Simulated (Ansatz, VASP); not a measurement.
## CdS in VASP and in Ansatz

The input INCAR:

```
SYSTEM = CdS
PREC = Accurate
ENCUT = 520
EDIFF = 1E-7
ISMEAR = -1
SIGMA = 0.05
LREAL = .False.
LASPH = .True.
NELM = 80
ALGO = Normal
ISIF = 2
LWAVE = .False.
LCHARG = .False.
GGA = PE
NBANDS = 16
```

Contents of KPOINTS:

```
regular mesh
0
Gamma
  8 8 8
  0 0 0
```

The input POSCAR:

```
CdS
1.0
    0.0000000000      2.7532440000      2.7532440000
    2.7532440000      0.0000000000      2.7532440000
    2.7532440000      2.7532440000      0.0000000000
Cd S
1 1
Direct
    0.0000000000      0.0000000000      0.0000000000
    0.5000000000      0.5000000000      0.5000000000
```

Contents of input.yaml:

```yaml
crystal:
  lattice:
    - [0.0, 2.753244, 2.753244]
    - [2.753244, 0.0, 2.753244]
    - [2.753244, 2.753244, 0.0]
  atoms:
    - { symbol: Cd, position: [0.0, 0.0, 0.0] }
    - { symbol: S, position: [0.5, 0.5, 0.5] }
hamiltonian:
  xc: pbe
  pseudopotentials: { kind: paw }
kpoints:
  mp_grid: { grid: [8, 8, 8] }
scf:
  occupations: { method: fermi_dirac, width: 0.05 }
output:
  forces: true
  stress: true
  eigenvalues: true
  write_density: true
  write_potential: true
  elf: true
  volumetric_format: npy
```

Measurements of this composition are mostly on another form, of space group No. 186.

Alike in both runs: task single point; functional PBE; k mesh 8 × 8 × 8; occupations fermi-dirac, width 0.05 eV; no spin polarisation.

|  | VASP | Ansatz |
| --- | --- | --- |
| version | VASP 6.6.1 | Ansatz 0.2.0 |
| potentials or method | VASP PAW PBE potentials, release 64 (Cd, S) | Ansatz PAW |
| plane-wave cutoff (eV) | 520 | 420 |
| valence electrons in the cell | 18 | 26 |

VASP gave:

* gap on the k mesh at the Fermi level (eV): 0.26
* least direct gap on the mesh (eV): 1.53
* pressure (GPa): -0.1

**Question.** Estimate Ansatz's values.

**Answer.** gap on the k mesh at the Fermi level (eV): 0.26; least direct gap on the mesh (eV): 1.56; pressure (GPa): -0.4.

The functional is the same, so the differences come from potentials, cutoffs and numerics. The two sets of potentials don't hold the same shells in valence.

A k mesh can miss the band edges. PBE gaps usually lie below the measured ones, often by a third to a half.
